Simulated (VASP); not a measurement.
# Cd (P6_3/mmc) in VASP: single point with HSE06

Aim: the single point of Cd with HSE06.

All numbers are computed with VASP 6.6.1; they aren't measurements. Logs are shortened: lines on timing, memory, paths and dates and some standing lists are left out, and cuts for length are marked.

### Step 1. Starting point

It takes space group P6_3/mmc (No. 194, hexagonal). Conventional cell: a = 2.951 Å, b = 2.951 Å, c = 5.602 Å, α = 90.00°, β = 90.00°, γ = 120.00°. Cd (site symmetry -6m2) has 12 Cd at 2.95 to 3.28 Å as nearest neighbours.

### Step 2. Single point, HSE06

Input file POSCAR:

```
Cd
1.0
    2.9511000000      0.0000000000      0.0000000000
   -1.4755500000      2.5557300000      0.0000000000
    0.0000000000      0.0000000000      5.6024900000
Cd
2
Direct
    0.3333300000      0.6666700000      0.2500000000
    0.6666700000      0.3333300000      0.7500000000
```

Input file INCAR.step1:

```
ALGO = Normal
EDIFF = 1E-5
ENCUT = 520
GGA = PE
ISIF = 2
ISMEAR = 0
LASPH = T
LCHARG = F
LREAL = F
LWAVE = T
NBANDS = 19
NELM = 60
PREC = Accurate
SIGMA = 0.1
```

Input file INCAR.step2:

```
ALGO = Normal
EDIFF = 1E-7
ENCUT = 520
GGA = PE
HFSCREEN = 0.2
ISIF = 2
ISMEAR = 0
ISTART = 1
LASPH = T
LCHARG = F
LHFCALC = T
LREAL = F
LWAVE = F
NBANDS = 19
NELM = 60
PREC = Accurate
PRECFOCK = Fast
SIGMA = 0.1
```

Input file KPOINTS:

```
k-points
0
Gamma
  9 9 4
```

Potentials or basis: VASP PAW PBE potentials, release 64 (Cd).

Run with:

```console
$ cat potpaw_PBE.64/Cd/POTCAR > POTCAR
$ cp INCAR.step1 INCAR
$ mpirun -np 1 vasp_std > vasp.out
$ cp INCAR.step2 INCAR
$ mpirun -np 1 vasp_std > vasp.out
```

OUTCAR:

```text
EDIFF = 1E-7
   ENCUT = 520
   GGA = PE
   HFSCREEN = 0.2
   ISIF = 2
   ISMEAR = 0
   ISTART = 1
   LASPH = T
   LHFCALC = T
   LREAL = F
   NELM = 60
   PREC = Accurate
   PRECFOCK = Fast

 ion  position               nearest neighbor table
   1  0.333  0.667  0.250-   2 3.28   2 3.28   2 3.28   2 3.28   2 3.28   2 3.28
   2  0.667  0.333  0.750-   1 3.28   1 3.28   1 3.28   1 3.28   1 3.28   1 3.28

  LATTYP: Found a hexagonal cell.
 ALAT       =     2.9511000000
 C/A-ratio  =     1.8984412592

  Lattice vectors:

 A1 = (   2.9511000000,   0.0000000000,   0.0000000000)
 A2 = (  -1.4755500000,   2.5557300000,   0.0000000000)
 A3 = (   0.0000000000,   0.0000000000,   5.6024900000)

Analysis of symmetry for initial positions (statically):
=====================================================================
 Subroutine PRICEL returns:
 Original cell was already a primitive cell.

 Routine SETGRP: Setting up the symmetry group for a
 hexagonal supercell.

 Subroutine GETGRP returns: Found  8 space group operations
 (whereof  4 operations were pure point group operations)
 out of a pool of 24 trial point group operations.

The static configuration has the point symmetry C_2h.
 The point group associated with its full space group is D_2h.

Analysis of symmetry for dynamics (positions and initial velocities):
=====================================================================
 Subroutine PRICEL returns:
 Original cell was already a primitive cell.

 Routine SETGRP: Setting up the symmetry group for a
 hexagonal supercell.

 Subroutine GETGRP returns: Found  8 space group operations
 (whereof  4 operations were pure point group operations)
 out of a pool of 24 trial point group operations.

The dynamic configuration has the point symmetry C_2h.
 The point group associated with its full space group is D_2h.

 Subroutine INISYM returns: Found  8 space group operations
 (whereof  4 operations are pure point group operations),
 and found     1 'primitive' translations

----------------------------------------------------------------------------------------

                                     Primitive cell

  volume of cell :      42.2552

  direct lattice vectors                    reciprocal lattice vectors
     2.951100000  0.000000000  0.000000000     0.338856698  0.195638819  0.000000000
    -1.475550000  2.555730000  0.000000000     0.000000000  0.391277639  0.000000000
     0.000000000  0.000000000  5.602490000     0.000000000  0.000000000  0.178492063

  length of vectors
     2.951100000  2.951102105  5.602490000     0.391277918  0.391277639  0.178492063

  position of ions in fractional coordinates (direct lattice)
     0.333330000  0.666670000  0.250000000
     0.666670000  0.333330000  0.750000000

  ion indices of the primitive-cell ions
   primitive index   ion index
                 1           1
                 2           2

----------------------------------------------------------------------------------------

 KPOINTS: k-points

Automatic generation of k-mesh.
 Grid dimensions read from file:
 generate k-points for:    9    9    4

 Generating k-lattice:

  Cartesian coordinates                     Fractional coordinates (reciprocal lattice)
     0.037650744  0.021737647  0.000000000     0.111111111  0.000000000  0.000000000
     0.000000000  0.043475293  0.000000000     0.000000000  0.111111111  0.000000000
     0.000000000  0.000000000  0.044623016     0.000000000  0.000000000  0.250000000

  Length of vectors
     0.043475324  0.043475293  0.044623016

  Shift w.r.t. Gamma in fractional coordinates (k-lattice)
     0.000000000  0.000000000  0.000000000

 Subroutine IBZKPT returns following result:
 ===========================================

 Found     75 irreducible k-points:

 Following reciprocal coordinates:
            Coordinates               Weight
  0.000000  0.000000  0.000000      1.000000
  0.111111  0.000000  0.000000      4.000000
 -0.111111  0.111111  0.000000      2.000000
  0.222222  0.000000  0.000000      4.000000
 -0.222222  0.222222  0.000000      2.000000
  0.333333  0.000000  0.000000      4.000000
[... 16 lines left out ...]
 -0.222222 -0.444444  0.000000      4.000000
  0.444444  0.333333  0.000000      4.000000
 [... further k-points ...]
   k-points           NKPTS =     75   k-points in BZ     NKDIM =    324   number of bands    NBANDS=     19
   number of dos      NEDOS =    301   number of ions     NIONS =      2
   total plane-waves  NPLWV =  24192
   dimension x,y,z NGX =    24 NGY =   24 NGZ =   42
   dimension x,y,z NGXF=    48 NGYF=   48 NGZF=   84
   ions per type =               2
   NGX,Y,Z   is equivalent  to a cutoff of  13.52, 13.52, 12.46 a.u.
   NGXF,Y,Z  is equivalent  to a cutoff of  27.04, 27.04, 24.93 a.u.
 SYSTEM =  unknown system
   PREC   = accura    normal or accurate (medium, high low for compatibility)
   ISTART =      1    job   : 0-new  1-cont  2-samecut
   ICHARG =      0    charge: 1-file 2-atom 10-const
   ISPIN  =      1    spin polarized calculation?
   LNONCOLLINEAR =      F non collinear calculations
   LSORBIT =      F    spin-orbit coupling
   LASPH  =      T    aspherical Exc in radial PAW
   ENCUT  =  520.0 eV  38.22 Ry    6.18 a.u.   5.49  5.49 10.42*2*pi/ulx,y,z
   NELM   =     60;   NELMIN=  2; NELMDL=  0     # of ELM steps
   EDIFF  = 0.1E-06   stopping-criterion for ELM
   LREAL  =      F    real-space projection
   EDIFFG = 0.1E-05   stopping-criterion for IOM
   NSW    =      0    number of steps for IOM
   IBRION =     -1    ionic relax: 0-MD 1-quasi-New 2-CG
   NFREE  =      0    steps in history (QN), initial steepest desc. (CG)
   ISIF   =      2    stress and relaxation
   ISYM   =      3    0-nonsym 1-usesym 2-fastsym
   POTIM  = 0.5000    time-step for ionic-motion
   TEBEG  =    0.0;   TEEND  =   0.0 temperature during run
   PSTRESS=    0.0 pullay stress
   NELECT =      24.0000    total number of electrons
   NUPDOWN=      -1.0000    fix difference up-down
   EMIN   =  10.00;   EMAX   =-10.00  energy-range for DOS
   EFERMI =   0.00;   METHOD = LEGACY
   ISMEAR =     0;   SIGMA  =   0.10  broadening in eV -4-tet -1-fermi 0-gaus
   EFERMI_NEDOS =   21; number of points for ismear=-14 and -15
   IALGO  =     38    algorithm
   IMIX   =      1    mixing-type and parameters
     AMIX     =   0.40;   BMIX     =  1.00
     AMIX_MAG =   1.60;   BMIX_MAG =  1.00
  volume/ion in A,a.u.               =      21.13       142.58
  Fermi-wavevector in a.u.,A,eV,Ry     =   1.355768  2.562029 25.008947  1.838106
  Thomas-Fermi vector in A             =   2.482827
   LORBIT       =      0    0 simple, 1 ext, 2 COOP (PROOUT), +10 PAW based schemes
   GGA     = PE    functional components
   LHFCALC =     T    Hartree Fock is set to
   PRECFOCK=fast      Normal, Fast or Accurate (Low or Medium for compatibility)
   ENCUT4O =  -1.0   cutoff for four orbital integrals eV
   NKREDX  =     1    reduce k-point grid by
   NKREDY  =     1    reduce k-point grid by
   NKREDZ  =     1    reduce k-point grid by
   AEXX    =    0.2500 exact exchange contribution
   HFSCREEN=    0.2000 screening length (either q_TF or 0.3 A-1)
   HFSCREENC=   0.2000 screening length for correlation (either q_TF or 0.3 A-1)
   ENCUTFOCK=  -1.0 apply spherical cutoff to Coloumb kernel
   IVDW    =     0    specifies the selected vdW correction
   LEPSILON=     F    determine dielectric tensor
   LRPA    =     F    only Hartree local field effects (RPA)
 non-spin polarized calculation
 Gauss-broadening in eV      SIGMA  =   0.10
  energy-cutoff  :      520.00
  volume of cell :       42.26
 maximum number of plane-waves:      1172
 NGX is ok and might be reduce to    24
  NGX = 12; NGY = 12; NGZ = 24

 number of electron      24.0000004 magnetization

 Free energy of the ion-electron system (eV)
  ---------------------------------------------------
  ext. energy  EPLUGINS =         0.00000000
  ---------------------------------------------------
  free energy    TOTEN  =        -1.75681165 eV

  energy without entropy =       -1.75210676  energy(sigma->0) =       -1.75445921

 E-fermi :   3.3297     XC(G=0):  -9.1389

 val. band max:        3.2987558370   @ k =   0.4444   0.3333   0.2500
 cond. band min:       3.4845727834   @ k =  -0.1111   0.1111   0.2500
 fundamental gap:      0.1858169464
 Fermi energy:         3.3297427226

 k-point     1 :       0.0000    0.0000    0.0000
  band No.  band energies     occupation
      1      -8.6338      2.00000
      2      -8.3720      2.00000
      3      -7.9742      2.00000
      4      -7.9742      2.00000
      5      -7.9209      2.00000
      6      -7.9209      2.00000
[... 11 lines left out ...]
     18      19.4251      0.00000
     19      19.8623      0.00000

 k-point     2 :       0.1111    0.0000    0.0000
  band No.  band energies     occupation
      1      -8.5122      2.00000
      2      -8.2801      2.00000
      3      -8.0175      2.00000
      4      -7.9578      2.00000
      5      -7.8491      2.00000
      6      -7.8002      2.00000
[... 11 lines left out ...]
     18      18.8370      0.00000
     19      20.0784      0.00000

 k-point     3 :      -0.1111    0.1111    0.0000
  band No.  band energies     occupation
      1      -8.5122      2.00000
      2      -8.2801      2.00000
      3      -8.0175      2.00000
      4      -7.9578      2.00000
      5      -7.8491      2.00000
      6      -7.8002      2.00000
[... 11 lines left out ...]
     18      18.8370      0.00000
     19      20.0784      0.00000

 k-point     4 :       0.2222    0.0000    0.0000
  band No.  band energies     occupation
      1      -8.4719      2.00000
      2      -8.2251      2.00000
      3      -8.0280      2.00000
      4      -7.8431      2.00000
      5      -7.7976      2.00000
      6      -7.5666      2.00000
[... 407 lines left out ...]
     18      11.8823      0.00000
     19      12.9849      0.00000

 k-point    23 :      -0.2222   -0.4444    0.0000
  band No.  band energies     occupation
      1      -8.3161      2.00000
      2      -8.3081      2.00000
      3      -8.1006      2.00000
      4      -7.9279      2.00000
      5      -7.8084      2.00000
      6      -7.6733      2.00000
[... 11 lines left out ...]
     18      11.8823      0.00000
     19      12.9849      0.00000

 k-point    24 :       0.4444    0.3333    0.0000
  band No.  band energies     occupation
      1      -8.3161      2.00000
      2      -8.3081      2.00000
      3      -8.1006      2.00000
      4      -7.9279      2.00000
      5      -7.8084      2.00000
      6      -7.6733      2.00000
[... 11 lines left out ...]
     18      11.8823      0.00000
     19      12.9849      0.00000

 [... further k-points ...]

------------------------ aborting loop because EDIFF is reached ----------------------------------------

  FORCE on cell =-STRESS in cart. coord.  units (eV):
  Direction    XX          YY          ZZ          XY          YZ          ZX
  --------------------------------------------------------------------------------------
  -------------------------------------------------------------------------------------
  Total        0.8995592      0.8966465      1.0934829     -0.0025239     -0.0000000      0.0000000
  in kB       34.1083197     33.9978807     41.4612683     -0.0956991     -0.0000000      0.0000000
  external PRESSURE =      36.5224896 kB  Pullay stress =       0.0000000 kB

 VOLUME and BASIS-vectors are now :
 -----------------------------------------------------------------------------
  energy-cutoff  :      520.00
  volume of cell :       42.26
      direct lattice vectors                 reciprocal lattice vectors
     2.951100000  0.000000000  0.000000000     0.338856698  0.195638819  0.000000000
    -1.475550000  2.555730000  0.000000000     0.000000000  0.391277639  0.000000000
     0.000000000  0.000000000  5.602490000     0.000000000  0.000000000  0.178492063

 POSITION                                       TOTAL-FORCE (eV/Angst)
 -----------------------------------------------------------------------------------
     -0.00001      1.70383      1.40062         0.000014     -0.000008     -0.000000
      1.47556      0.85190      4.20187        -0.000014      0.000008      0.000000
 -----------------------------------------------------------------------------------
    total drift:                                0.000000      0.000000      0.000000

  FREE ENERGIE OF THE ION-ELECTRON SYSTEM (eV)
  ---------------------------------------------------
  free  energy   TOTEN  =        -1.7568116549 eV

  energy  without entropy=       -1.7521067581  energy(sigma->0) =       -1.75445921
```

Run time: 1.5 h. Hardware: 1 thread of Intel Xeon 6975P-C (Granite Rapids), shared host; peak memory 0.33 GiB.

Results:

- Free energy: -1.7568 eV
- Pressure: 3.7 GPa
- Band gap on the k mesh: none (metal or under the smearing width)

Levels at points of the mesh, in eV from the Fermi level:
```csv
k point,band 9,band 10,band 11,band 12,band 13,band 14,band 15,band 16
"(0.00, 0.00, 0.00)",-10.49,-10.48,-10.48,-3.80,-3.77,11.14,15.16,15.58
"(0.00, 0.00, 0.50)",-10.59,-10.59,-8.80,-8.80,3.85,3.85,15.52,15.52
```

Caveat: the PAW data sets were made with another functional, which shifts forces and pressure a little.
